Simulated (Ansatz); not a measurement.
Consider GeO$_{2}$ (space group P3_121, No. 152; a = 5.093 Å, c = 5.768 Å). Axes: x lies along a and z along c of the hexagonal cell.

Calculations: Ansatz (a quantum-chemistry and plane-wave program) PBE, scalar-relativistic without spin-orbit coupling.

Modification: uniaxial strain ε_zz = +0.84 %, all other strain components held at zero; the atoms relax in the strained cell.

Predict the stress tensor and what it implies for the stiffness.

Stress of the strained cell less that of the base (GPa, compression positive):
```
  -0.20    0.00    0.00
   0.00   -0.20    0.00
   0.00    0.00   -0.78
```

Then −Δσ_ii/ε with ε = 0.0084 gives relaxed-ion elastic constants: C33 ≈ 93 GPa.

Stability against distortions was not tested.
